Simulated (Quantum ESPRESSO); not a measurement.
# Si2W under changes of volume

One of the cells (13.479 Å³/atom); the others are scaled copies at fixed shape and fractional positions:

```
CELL_PARAMETERS angstrom
-1.60690 1.60690 3.91495
1.60690 -1.60690 3.91495
1.60690 1.60690 -3.91495
ATOMIC_POSITIONS crystal
W 0.00000 0.00000 0.00000
Si 0.66530 0.66530 0.00000
Si 0.33470 0.33470 0.00000
```

* Program: Quantum ESPRESSO 7.5
* Functional: LDA
* Potentials or basis: GBRV 1.5 LDA
* Cutoff: 762 eV
* Density cutoff: 6095 eV
* k mesh: 12 × 12 × 12
* Occupations: fermi-dirac, width 0.05 eV
* Spin: no spin polarisation

```csv
volume (Å³/atom),energy over the lowest point (meV/atom),pressure (GPa)
12.670,14.46,9.9
12.939,2.66,4.2
13.209,0.00,-1.0
13.479,?,?
13.748,18.40,-9.7
14.018,37.81,-13.4
14.287,63.10,-16.7
```

Task: What does the run at 13.479 Å³/atom give?

Result: Energy over the lowest point 5.54 meV/atom; pressure -5.6 GPa.

Worked out: A Birch-Murnaghan fit of order 3 (a polynomial in V^(-2/3)) to the other rows has its minimum at 13.16 Å³/atom with B0 = V·E''(V) = 242 GPa and B' = 4.4 at fixed shape and positions, which overstates the stiffness. It gives 5.54 meV/atom at 13.479 Å³/atom, against the run's 5.54, and -dE/dV = -5.6 GPa, against -5.6.

Energies are extrapolated to zero smearing.
